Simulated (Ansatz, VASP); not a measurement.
# Two plane-wave programs on Cu3O

```
Cu O
1.0
     3.96986    0.00000    0.00000
     0.00000    3.96986    0.00000
     0.00000    0.00000    3.96985
Cu O
3 1
Direct
  0.50000 0.00000 0.00000
  0.00000 0.50000 0.00000
  0.00000 0.00000 0.50000
  0.00000 0.00000 0.00000
```

Change from the starting cell: species swapped into the Cu3N type (Pm-3m, No. 221).

Alike in both runs: functional PBE; k mesh 4 × 4 × 4; occupations gaussian, width 0.1 eV; collinear spin.

Ansatz relaxed the structure, and its values are those at the end. VASP's run is a single point on that final structure, the one shown.

|  | VASP | Ansatz |
| --- | --- | --- |
| version | VASP 6.6.1 | Ansatz 0.2.0 |
| potentials or method | VASP PAW PBE potentials, release 64 (Cu, O) | scalar-relativistic, plane waves, PAW |
| plane-wave cutoff (eV) | 520 | 420 |
| valence electrons in the cell | 39 | 63 |

```csv
,VASP,Ansatz,Ansatz less VASP
gap on the k mesh at the Fermi level (eV),none,none,-
pressure (GPa),0.4,0.0,-0.39
net moment per atom (μB),0.00,0.00,0.000
```

A gap of «none» marks a metal or a gap that the smearing closes. With one functional, cell and mesh, what is left measures potentials, basis and numerics. The two sets of potentials don't hold the same shells in valence. Ansatz warned: «filled_band_counts_differ_across_k_points».

Caveats: the k mesh is coarse (spacing up to 0.40 Å⁻¹), so the values aren't converged; semilocal functionals often make such compounds metallic where correlation or magnetic order opens a gap, which also shifts bond lengths.
